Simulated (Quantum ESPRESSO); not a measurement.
# 2H-WS2, 1 layer, stepped through biaxial strain, part 4 of 6

What law, if any, do the results for 2H-WS2, 1 layer follow against biaxial strain?

Quantum ESPRESSO 7.5; plane-wave DFT, PBE, GBRV ultrasoft pseudopotentials.

So far. Step 2 (Variable-cell relaxation of the reference):  The last row is no step: it is a fresh SCF in the final cell with a new plane-wave basis, -0 meV from the row before. Step 3 (Relaxing the ions, -4 %): The relaxation lowers the energy by 16 meV an atom.

## 6. Band structure, -4 %

Bands along a path place the edges.

m0.bands.in

```
&control
  prefix = 'm0.bands'
  outdir = './out'
  pseudo_dir = './pseudo'
  calculation = 'bands'
/
&system
  ibrav = 0
  nat = 3
  ntyp = 2
  ecutwfc = 40
  ecutrho = 200
  occupations = 'smearing'
  smearing = 'fd'
  degauss = 0.002
  nbnd = 19
/
&electrons
  conv_thr = 1e-07
  mixing_beta = 0.4
  electron_maxstep = 120
  mixing_mode = 'plain'
/
ATOMIC_SPECIES
  S   32.0600  s_pbe_v1.4.uspp.F.UPF
  W   183.8400  w_pbe_v1.2.uspp.F.UPF
CELL_PARAMETERS angstrom
  3.05871150624000 0.00000000000000 0.00000000000000
  -1.52935575264000 2.64892186752000 0.00000000000000
  0.00000000000000 0.00000000000000 18.47562023200000
ATOMIC_POSITIONS crystal
  S   0.333333333300 0.666666666700 0.412292847800
  W   0.000000000000 0.000000000000 0.500000000000
  S   0.333333333300 0.666666666700 0.587707152200
K_POINTS crystal_b
4
  0.0000000000 0.0000000000 0.0000000000 12
  0.5000000000 0.0000000000 0.0000000000 12
  0.3333333333 0.3333333333 0.0000000000 12
  0.0000000000 0.0000000000 0.0000000000 1
```

On the command line:

```
> cp -r out/m0.scf.save out/m0.bands.save
> cp out/m0.scf.xml out/m0.bands.xml
> OMP_NUM_THREADS=1 mpirun -n 4 pw.x -nk 4 -in m0.bands.in > m0.bands.out
```

The log of the run:

```text
[banner, memory and clock lines left out]
Program PWSCF v.7.5 starts

          URL

     Atomic positions and unit cell read from directory:
     ./out/m0.bands.save/

     Message from routine setup:
     using ibrav=0 with symmetry is DISCOURAGED, use correct ibrav instead

     G-vector sticks info

     bravais-lattice index     =            0
     lattice parameter (alat)  =       5.7801  a.u.
     unit-cell volume          =    1010.1905 (a.u.)^3
     number of atoms/cell      =            3
     number of atomic types    =            2
     number of electrons       =        26.00
     number of Kohn-Sham states=           19
     kinetic-energy cutoff     =      40.0000  Ry
     charge density cutoff     =     200.0000  Ry
     Exchange-correlation= SLA  PW   PBE  PBE
                           (   1   4   3   4   0   0   0)

     celldm(1)=   5.780127  celldm(2)=   0.000000  celldm(3)=   0.000000
     celldm(4)=   0.000000  celldm(5)=   0.000000  celldm(6)=   0.000000

     crystal axes: (cart. coord. in units of alat)
               a(1) = (   1.000000   0.000000   0.000000 )
               a(2) = (  -0.500000   0.866025   0.000000 )
               a(3) = (   0.000000   0.000000   6.040328 )

     reciprocal axes: (cart. coord. in units 2 pi/alat)
               b(1) = (  1.000000  0.577350 -0.000000 )
               b(2) = (  0.000000  1.154701  0.000000 )
               b(3) = (  0.000000 -0.000000  0.165554 )

     PseudoPot. # 1 for S  read from file:
     ./pseudo/s_pbe_v1.4.uspp.F.UPF
     Pseudo is Ultrasoft + core correction, Zval =  6.0
     Generated by new atomic code, or converted to UPF format
     Using radial grid of  907 points,  6 beta functions with:
                l(1) =   0
                l(2) =   0
                l(3) =   1
                l(4) =   1
                l(5) =   2
                l(6) =   2
     Q(r) pseudized with  8 coefficients,  rinner =    1.300   1.300   1.300
                                                       1.300   1.300

     PseudoPot. # 2 for W  read from file:
     ./pseudo/w_pbe_v1.2.uspp.F.UPF
     Pseudo is Ultrasoft + core correction, Zval = 14.0
     Generated by new atomic code, or converted to UPF format
     Using radial grid of  923 points,  8 beta functions with:
                l(1) =   0
                l(2) =   0
                l(3) =   0
                l(4) =   1
                l(5) =   1
                l(6) =   2
                l(7) =   2
                l(8) =   3
     Q(r) pseudized with  6 coefficients,  rinner =    1.350   1.350   1.350
                                                       1.350   1.350   1.350
                                                       1.350

     atomic species   valence    mass     pseudopotential
     S                 6.00    32.06000     S ( 1.00)
     W                14.00   183.84000     W ( 1.00)

     12 Sym. Ops. (no inversion) found

   Cartesian axes

     site n.     atom                  positions (alat units)
         1        S      tau(   1) = (   0.0000000   0.5773503   2.4903840  )
         2        W      tau(   2) = (   0.0000000   0.0000000   3.0201639  )
         3        S      tau(   3) = (   0.0000000   0.5773503   3.5499439  )

     number of k points=    37  Fermi-Dirac smearing, width (Ry)=  0.0020
                       cart. coord. in units 2pi/alat
        k(    1) = (   0.0000000   0.0000000   0.0000000), wk =   0.0540541
        k(    2) = (   0.0416667   0.0240563   0.0000000), wk =   0.0540541
        k(    3) = (   0.0833333   0.0481125   0.0000000), wk =   0.0540541
        k(    4) = (   0.1250000   0.0721688   0.0000000), wk =   0.0540541
        k(    5) = (   0.1666667   0.0962250   0.0000000), wk =   0.0540541
        k(    6) = (   0.2083333   0.1202813   0.0000000), wk =   0.0540541
        k(    7) = (   0.2500000   0.1443376   0.0000000), wk =   0.0540541
        k(    8) = (   0.2916667   0.1683938   0.0000000), wk =   0.0540541
        k(    9) = (   0.3333333   0.1924501   0.0000000), wk =   0.0540541
        k(   10) = (   0.3750000   0.2165064   0.0000000), wk =   0.0540541
        k(   11) = (   0.4166667   0.2405626   0.0000000), wk =   0.0540541
        k(   12) = (   0.4583333   0.2646189   0.0000000), wk =   0.0540541
        k(   13) = (   0.5000000   0.2886751   0.0000000), wk =   0.0540541
        k(   14) = (   0.4861111   0.3127314   0.0000000), wk =   0.0540541
        k(   15) = (   0.4722222   0.3367877   0.0000000), wk =   0.0540541
        k(   16) = (   0.4583333   0.3608439   0.0000000), wk =   0.0540541
        k(   17) = (   0.4444444   0.3849002   0.0000000), wk =   0.0540541
        k(   18) = (   0.4305556   0.4089564   0.0000000), wk =   0.0540541
        k(   19) = (   0.4166667   0.4330127   0.0000000), wk =   0.0540541
        k(   20) = (   0.4027778   0.4570690   0.0000000), wk =   0.0540541
        k(   21) = (   0.3888889   0.4811252   0.0000000), wk =   0.0540541
        k(   22) = (   0.3750000   0.5051815   0.0000000), wk =   0.0540541
        k(   23) = (   0.3611111   0.5292377   0.0000000), wk =   0.0540541
        k(   24) = (   0.3472222   0.5532940   0.0000000), wk =   0.0540541
        k(   25) = (   0.3333333   0.5773503   0.0000000), wk =   0.0540541
        k(   26) = (   0.3055556   0.5292377   0.0000000), wk =   0.0540541
        k(   27) = (   0.2777778   0.4811252   0.0000000), wk =   0.0540541
        k(   28) = (   0.2500000   0.4330127   0.0000000), wk =   0.0540541
        k(   29) = (   0.2222222   0.3849002   0.0000000), wk =   0.0540541
        k(   30) = (   0.1944444   0.3367877   0.0000000), wk =   0.0540541
        k(   31) = (   0.1666667   0.2886751   0.0000000), wk =   0.0540541
        k(   32) = (   0.1388889   0.2405626   0.0000000), wk =   0.0540541
        k(   33) = (   0.1111111   0.1924501   0.0000000), wk =   0.0540541
        k(   34) = (   0.0833333   0.1443376   0.0000000), wk =   0.0540541
        k(   35) = (   0.0555556   0.0962250   0.0000000), wk =   0.0540541
        k(   36) = (   0.0277778   0.0481125   0.0000000), wk =   0.0540541
        k(   37) = (   0.0000000   0.0000000   0.0000000), wk =   0.0540541

     Dense  grid:    48055 G-vectors     FFT dimensions: (  25,  25, 160)

     Smooth grid:    34599 G-vectors     FFT dimensions: (  24,  24, 144)

     The potential is recalculated from file :
     ./out/m0.bands.save/charge-density

     negative rho (up, down):  7.068E-02 0.000E+00
     Starting wfcs are   21 randomized atomic wfcs

     Band Structure Calculation
     Davidson diagonalization with overlap

     ethr =  3.85E-10,  avg # of iterations = 40.9

     End of band structure calculation

          k = 0.0000 0.0000 0.0000 (  4301 PWs)   bands (ev):

[...]
4.0391   5.5384   5.8054

          k = 0.1667 0.0962 0.0000 (  4284 PWs)   bands (ev):

   -73.5283 -37.8430 -37.6864 -37.5892 -14.2500 -12.9739  -5.8116  -3.2952
    -3.0399  -1.6773  -1.5363  -1.0977  -0.3710   2.5793   3.2250   3.4389
     4.2959   5.7940   6.0622

          k = 0.2083 0.1203 0.0000 (  4306 PWs)   bands (ev):

   -73.5248 -37.8318 -37.7469 -37.6034 -13.9854 -12.8620  -5.5488  -3.7229
    -3.3812  -1.8064  -1.4463  -1.3043  -0.5425   2.4277   3.1336   3.5598
     4.5425   6.1087   6.3792

          k = 0.2500 0.1443 0.0000 (  4292 PWs)   bands (ev):

   -73.5211 -37.8195 -37.8107 -37.6182 -13.6834 -12.7353  -5.3479  -4.0800
    -3.7447  -2.0662  -1.5238  -1.2087  -0.7676   2.4351   3.0970   3.7458
     4.7552   6.4729   6.7417

          k = 0.2917 0.1684 0.0000 (  4316 PWs)   bands (ev):

   -73.5173 -37.8744 -37.8075 -37.6333 -13.3579 -12.6008  -5.3544  -4.2477
    -4.1132  -2.3020  -1.7242  -0.9891  -0.9710   2.5811   3.1348   3.9559
     4.9227   6.8494   7.1185

          k = 0.3333 0.1925 0.0000 (  4318 PWs)   bands (ev):

   -73.5138 -37.9327 -37.7962 -37.6472 -13.0270 -12.4672  -5.5954  -4.4642
    -4.2343  -2.5046  -1.8881  -1.0695  -0.8080   2.8266   3.2524   4.1486
     5.0443   7.0646   7.4382

          k = 0.3750 0.2165 0.0000 (  4338 PWs)   bands (ev):

   -73.5107 -37.9827 -37.7866 -37.6593 -12.7148 -12.3451  -5.9131  -4.7728
    -4.2060  -2.6676  -2.0108  -1.0278  -0.6759   3.1325   3.4314   4.2903
     5.1259   6.8821   7.6236

          k = 0.4167 0.2406 0.0000 (  4350 PWs)   bands (ev):

   -73.5084 -38.0206 -37.7791 -37.6686 -12.4517 -12.2461  -6.2003  -5.0144
    -4.2202  -2.7867  -2.0940  -0.8897  -0.5912   3.4581   3.6290   4.3703
     5.1759   6.5076   7.7369

          k = 0.4583 0.2646 0.0000 (  4326 PWs)   bands (ev):

   -73.5069 -38.0441 -37.7741 -37.6742 -12.2729 -12.1811  -6.3988  -5.1686
    -4.2509  -2.8590  -2.1416  -0.7491  -0.5458   3.7395   3.7856   4.4027
     5.2025   6.1473   7.8350

          k = 0.5000 0.2887 0.0000 (  4332 PWs)   bands (ev):

   -73.5064 -38.0521 -37.7727 -37.6762 -12.2091 -12.1584  -6.4698  -5.2216
    -4.2653  -2.8834  -2.1570  -0.6912  -0.5317   3.8454   3.8611   4.4100
     5.2107   5.9908   7.8790

          k = 0.4861 0.3127 0.0000 (  4318 PWs)   bands (ev):

   -73.5064 -38.0508 -37.7724 -37.6785 -12.2034 -12.1549  -6.4570  -5.2259
    -4.2589  -2.9030  -2.1496  -0.8364  -0.4337   3.7717   3.9437   4.4430
     5.1479   5.9942   7.9623

          k = 0.4722 0.3368 0.0000 (  4316 PWs)   bands (ev):

   -73.5062 -38.0473 -37.7718 -37.6857 -12.1866 -12.1448  -6.4187  -5.2393
    -4.2403  -2.9556  -2.1319  -1.0849  -0.3211   3.6964   4.0406   4.5378
     4.9837   6.0055   8.1903

          k = 0.4583 0.3608 0.0000 (  4308 PWs)   bands (ev):

   -73.5059 -38.0415 -37.7709 -37.6971 -12.1595 -12.1284  -6.3557  -5.2629
    -4.2109  -3.0269  -2.1127  -1.3810  -0.2337   3.6228   4.1384   4.6484
     4.8016   6.0284   8.5229

          k = 0.4444 0.3849 0.0000 (  4316 PWs)   bands (ev):

   -73.5056 -38.0336 -37.7700 -37.7128 -12.1232 -12.1065  -6.2692  -5.2981
    -4.1733  -3.1016  -2.1004  -1.7111  -0.1635   3.5470   4.2266   4.4750
     4.9290   6.0690   8.7598

          k = 0.4306 0.4090 0.0000 (  4312 PWs)   bands (ev):

   -73.5052 -38.0235 -37.7687 -37.7319 -12.0803 -12.0796  -6.1611  -5.3454
    -4.1312  -3.1670  -2.0997  -2.0614  -0.1006   3.4656   4.2313   4.2974
     5.1642   6.1337   8.9736

          k = 0.4167 0.4330 0.0000 (  4304 PWs)   bands (ev):

   -73.5047 -38.0115 -37.7672 -37.7539 -12.0512 -12.0307  -6.0336  -5.4041
    -4.0900  -3.2143  -2.4175  -2.1134  -0.0361   3.3743   4.0018   4.3487
     5.4238   6.2252   9.0242

          k = 0.4028 0.4571 0.0000 (  4296 PWs)   bands (ev):

   -73.5043 -37.9977 -37.7777 -37.7657 -12.0209 -11.9792  -5.8901  -5.4711
    -4.0579  -3.2391  -2.7626  -2.1417   0.0359   3.2708   3.7999   4.3854
     5.6875   6.3404   8.8423

          k = 0.3889 0.4811 0.0000 (  4292 PWs)   bands (ev):

   -73.5038 -37.9823 -37.8029 -37.7643 -11.9914 -11.9283  -5.7348  -5.5410
    -4.0485  -3.2413  -3.0743  -2.1831   0.1176   3.1564   3.6328   4.4150
     5.9367   6.4704   8.5652

          k = 0.3750 0.5052 0.0000 (  4300 PWs)   bands (ev):

   -73.5034 -37.9658 -37.8285 -37.7630 -11.9648 -11.8816  -5.6072  -5.5748
    -4.0842  -3.3195  -3.2248  -2.2334   0.2055   3.0388   3.5041   4.4429
     6.1528   6.6018   8.2851

          k = 0.3611 0.5292 0.0000 (  4304 PWs)   bands (ev):

   -73.5031 -37.9487 -37.8528 -37.7620 -11.9433 -11.8430  -5.6624  -5.4225
    -4.1806  -3.4667  -3.1974  -2.2854   0.2898   2.9327   3.4146   4.4699
     6.3185   6.7161   8.0478

          k = 0.3472 0.5533 0.0000 (  4304 PWs)   bands (ev):

   -73.5028 -37.9327 -37.8734 -37.7613 -11.9290 -11.8166  -5.6997  -5.3025
    -4.2977  -3.5270  -3.1704  -2.3276   0.3540   2.8573   3.3634   4.4913
     6.4209   6.7904   7.8906

          k = 0.3333 0.5774 0.0000 (  4314 PWs)   bands (ev):

   -73.5028 -37.9245 -37.8835 -37.7612 -11.9239 -11.8070  -5.7132  -5.2551
    -4.3518  -3.5403  -3.1584  -2.3449   0.3788   2.8300   3.3473   4.4999
     6.4546   6.8122   7.8385

          k = 0.3056 0.5292 0.0000 (  4316 PWs)   bands (ev):

   -73.5031 -37.9446 -37.8559 -37.7622 -11.9465 -11.8530  -5.6520  -5.3870
    -4.1658  -3.5101  -3.2155  -2.2638   0.2748   2.9138   3.4005   4.4651
     6.3398   6.8101   7.9791

          k = 0.2778 0.4811 0.0000 (  4318 PWs)   bands (ev):

   -73.5043 -37.9617 -37.8138 -37.7662 -12.0162 -12.0032  -5.5408  -5.4590
    -3.8834  -3.3885  -3.3453  -2.0539   0.0329   2.9730   3.5228   4.4176
     6.0751   6.9565   8.2551

          k = 0.2500 0.4330 0.0000 (  4336 PWs)   bands (ev):

   -73.5064 -37.9617 -37.7729 -37.7709 -12.2577 -12.1285  -5.5602  -5.1356
    -3.8202  -3.4658  -3.0530  -1.7887  -0.2082   2.7947   3.6475   4.3606
     5.7763   7.2851   8.4889

          k = 0.2222 0.3849 0.0000 (  4334 PWs)   bands (ev):

   -73.5094 -37.9415 -37.7826 -37.7295 -12.5938 -12.2725  -5.4373  -4.7019
    -3.9478  -3.5213  -2.6041  -1.5194  -0.3668   2.4893   3.7053   4.1316
     5.5207   7.7147   8.1205

          k = 0.1944 0.3368 0.0000 (  4324 PWs)   bands (ev):

   -73.5132 -37.9029 -37.7945 -37.6910 -12.9770 -12.4346  -5.2274  -4.2019
    -4.1605  -3.4667  -2.1469  -1.2788  -0.4552   2.2356   3.6627   3.7527
     5.3185   7.5041   7.7361

          k = 0.1667 0.2887 0.0000 (  4310 PWs)   bands (ev):

   -73.5174 -37.8489 -37.8081 -37.6567 -13.3726 -12.6016  -5.1086  -4.2592
    -3.7470  -3.2119  -1.7505  -1.0878  -0.5273   2.1452   3.3811   3.5507
     5.1147   6.9296   7.1866

          k = 0.1389 0.2406 0.0000 (  4314 PWs)   bands (ev):

   -73.5219 -37.8225 -37.7850 -37.6275 -13.7513 -12.7620  -5.3019  -4.0008
    -3.4319  -2.7027  -1.5427  -0.9550  -0.5408   2.2303   3.1507   3.4309
     4.8560   6.4214   6.6913

          k = 0.1111 0.1925 0.0000 (  4310 PWs)   bands (ev):

   -73.5262 -37.8363 -37.7183 -37.6032 -14.0905 -12.9059  -5.6293  -3.5502
    -3.1442  -2.1134  -1.6099  -0.8769  -0.4264   2.4327   3.1256   3.3542
     4.5385   5.9943   6.2646

          k = 0.0833 0.1443 0.0000 (  4297 PWs)   bands (ev):

   -73.5300 -37.8485 -37.6557 -37.5843 -14.3724 -13.0258  -5.9454  -3.0584
    -2.8403  -1.8059  -1.5740  -0.8413  -0.3061   2.7287   3.2531   3.3512
     4.1964   5.6532   5.9200

          k = 0.0556 0.0962 0.0000 (  4301 PWs)   bands (ev):

   -73.5331 -37.8581 -37.6048 -37.5709 -14.5836 -13.1157  -6.1970  -2.6097
    -2.5480  -1.9956  -1.1614  -0.8325  -0.2521   3.0953   3.4151   3.4249
     3.8840   5.3984   5.6680

          k = 0.0278 0.0481 0.0000 (  4297 PWs)   bands (ev):

   -73.5350 -37.8642 -37.5716 -37.5628 -14.7143 -13.1713  -6.3573  -2.3253
    -2.2869  -2.1235  -0.9164  -0.8356  -0.2417   3.4303   3.5307   3.5327
     3.6628   5.2306   5.5146

          k = 0.0000 0.0000 0.0000 (  4301 PWs)   bands (ev):

   -73.5356 -37.8663 -37.5601 -37.5601 -14.7586 -13.1901  -6.4123  -2.2400
    -2.1680  -2.1680  -0.8384  -0.8384  -0.2424   3.5742   3.5742   3.5826
     3.5826   5.1670   5.4630

     XML data file, pseudopotentials, collected wavefunctions

                                        0.00s GPU  (     466 calls)
```

Elapsed: 30 s, on 4 MPI ranks of Intel Xeon at 2.50GHz (Skylake/Cascade Lake), shared host; peak memory 0.33 GiB; 1.8 min of CPU time.

Band numbers count within the set of bands kept for display. Electronic bands along the path, in eV, zero at the highest filled level of the SCF mesh; v1 is the highest filled band, c1 the lowest empty one:

| point | v4 | v3 | v2 | v1 | c1 | c2 | c3 | c4 |
| --- | --- | --- | --- | --- | --- | --- | --- | --- |
| Γ | -2.55 | -1.22 | -1.22 | -0.62 | 3.20 | 3.20 | 3.20 | 3.20 |
| halfway | -2.45 | -1.90 | -1.59 | -1.15 | 2.06 | 2.72 | 3.37 | 4.38 |
| M | -3.26 | -2.54 | -1.07 | -0.91 | 3.47 | 3.48 | 4.03 | 4.83 |
| halfway | -3.59 | -2.80 | -2.49 | -0.41 | 3.00 | 3.62 | 3.97 | 5.04 |
| K | -3.92 | -3.54 | -2.72 | 0.00 | 2.45 | 2.97 | 4.12 | 6.08 |
| halfway | -3.59 | -2.13 | -1.47 | -0.91 | 1.77 | 3.00 | 3.17 | 4.74 |
| Γ | -2.55 | -1.22 | -1.22 | -0.62 | 3.20 | 3.20 | 3.20 | 3.20 |

Along this path the valence top lies at K and the conduction bottom between K and Γ.

(Continued in part 5 of 6.)

[Logs are printed without paths, hosts, clocks, repeated set-up lines and the standing remarks that a program may print on its own settings, such as how far it seeks lower states.]

[Hosts, paths, dates, database ids (printed as entryN), source tags and the programs' standing remarks are cut or masked in the printed files.]

[Maps of the electrostatic potential energy from Ansatz leave out the sawtooth potential of an applied field or a dipole correction, so their vacuum need not be flat; planar profiles and work functions include it.]
